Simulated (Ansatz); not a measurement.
# BAs: the cost of one run

Program: Ansatz 0.2.0. Level of theory: DFT PBEsol, scalar-relativistic, plane waves, PAW. These are calculated values, not measurements.

**1. The structure to begin with**

Symmetry: F-43m, No. 216, cubic system. Conventional cell: a = 4.793 Å, b = 4.793 Å, c = 4.793 Å, α = 90.00°, β = 90.00°, γ = 90.00°. Around B (site symmetry -43m) lie 4 As at 2.08 Å. As (site symmetry -43m) is surrounded by 4 B at 2.08 Å.

Coordinates:

```cif
data_structure
_symmetry_space_group_name_H-M 'F-43m'
_symmetry_Int_Tables_number 216
_cell_length_a 4.7929
_cell_length_b 4.7929
_cell_length_c 4.7929
_cell_angle_alpha 90.000
_cell_angle_beta 90.000
_cell_angle_gamma 90.000
_cell_volume 110.10
loop_
_atom_site_label
_atom_site_type_symbol
_atom_site_symmetry_multiplicity
_atom_site_Wyckoff_symbol
_atom_site_fract_x
_atom_site_fract_y
_atom_site_fract_z
_atom_site_occupancy
B1 B 4 a 0.00000 0.00000 0.00000 1
As1 As 4 c 0.25000 0.25000 0.25000 1
```

**2. The first run**

Contents of input.yaml:

```yaml
crystal:
  lattice:
    - [0.0, 2.3964352742, 2.3964352742]
    - [2.3964352742, 0.0, 2.3964352742]
    - [2.3964352742, 2.3964352742, 0.0]
  atoms:
    - { symbol: B, position: [0.0, 0.0, 0.0] }
    - { symbol: As, position: [0.75, 0.75, 0.75] }
basis:
  ecutwfc: 420
  ecutrho_ratio: 4
kpoints:
  mp_grid: { grid: [12, 12, 12] }
hamiltonian:
  xc: pbesol
scf:
  occupations: { method: gaussian, width: 0.05 }
output:
  forces: true
  stress: true
  eigenvalues: true
```

Q: Estimate wall time and peak memory on 4 threads of an Arm CPU, shared host.

About 1.4 s, with a peak of 0.38 GiB.
